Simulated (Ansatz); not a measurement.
Input and command of a plane-wave DFT calculation in Ansatz:

```yaml
crystal:
  lattice:
    - [3.1564740774, 0.019727963, 0.0]
    - [0.019727963, 3.1564740774, 0.0]
    - [0.0, 0.0, 3.1564740774]
  atoms:
    - { symbol: Ti, position: [0.0, 0.0, 0.0] }
    - { symbol: Al, position: [0.5, 0.5, 0.5] }
basis:
  ecutwfc: 420
kpoints:
  mp_grid: { grid: [20, 20, 20] }
hamiltonian:
  xc: pbesol
scf:
  occupations: { method: gaussian, width: 0.15 }
output:
  forces: true
  stress: true
  eigenvalues: true
  write_density: true
  write_potential: true
  elf: true
  volumetric_format: npy
```

```bash
ansatz run input.yaml --threads 1 --pin off --max-ram 2560MiB --backend cpu --events-out ev --progress --plain --runs-dir out
```

Processor: AMD EPYC 9R45 96-Core Processor (Zen 5), 1 thread, on a host shared with other jobs.

Question: How long does it run, and how much memory does it take?

Answer: About 13 s on 1 thread of AMD EPYC 9R45 96-Core Processor (Zen 5), on a shared host, peak memory 0.74 GiB. It solves 12 bands at 1221 k points (the mesh reduced by the symmetry that the task leaves, which can be less than the crystal's) with about 619 plane waves, in 6 SCF iterations.
